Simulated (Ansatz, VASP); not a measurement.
ZnSe (Stilleite): VASP beside Ansatz

```
Zn Se
1.0
     0.00000    2.83295    2.83295
     2.83295    0.00000    2.83295
     2.83295    2.83295    0.00000
Zn Se
1 1
Direct
  0.00000 0.00000 0.00000
  0.25000 0.25000 0.25000
```

Alike in both runs: functional r2SCAN; k mesh 8 × 8 × 8; occupations gaussian, width 0.02 eV; no spin polarisation.

Ansatz relaxed the structure, and its values are those at the end. VASP's run is a single point on that final structure, the one shown.

```csv
,VASP,Ansatz
version,VASP 6.6.1,Ansatz 0.2.0
potentials or method,"VASP PAW PBE potentials, release 64 (Zn, Se)","scalar-relativistic, plane waves, PAW"
plane-wave cutoff (eV),520,500
valence electrons in the cell,18,28
```

```tsv
	VASP	Ansatz	Ansatz less VASP
gap on the k mesh at the Fermi level (eV)	1.87	1.87	-0.004
least direct gap on the mesh (eV)	1.87	1.87	-0.004
pressure (GPa)	0.1	0.0	-0.10
```

The two sets of potentials don't hold the same shells in valence.

Caveats: the PAW data sets were made with another functional, which shifts forces and pressure a little (VASP). r2SCAN opens gaps a little over a GGA but as a rule still falls short of measured ones.
